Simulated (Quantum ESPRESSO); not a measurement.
Crystal: LiF (Griceite).

```
F Li
1.0
     0.00000    2.01400    2.01400
     2.01400    0.00000    2.01400
     2.01400    2.01400    0.00000
F Li
1 1
Cartesian
  2.0140 2.0140 2.0140
  0.0000 0.0000 0.0000
```

Base run:

| Property | Result |
| --- | --- |
| Program | Quantum ESPRESSO 7.5 |
| Functional | PBE |
| Potentials or basis | PseudoDojo 0.4.1 SR PBE standard |
| Cutoff | 1143 eV |
| Density cutoff | 4572 eV |
| k mesh | 11 × 11 × 11 |
| Occupations | fermi-dirac, width 0.05 eV |
| Spin | no spin polarisation |

Its results: band gap on the k mesh 9.11 eV, direct; pressure 1.7 GPa.

Task: The run is repeated on the same cell with these changes: functional from PBE to LDA; potentials or basis from PseudoDojo 0.4.1 SR PBE standard to PseudoDojo 0.4.1 SR LDA standard. What comes out?

Result: Band gap on the k mesh 8.86 eV, direct; pressure -6.7 GPa.
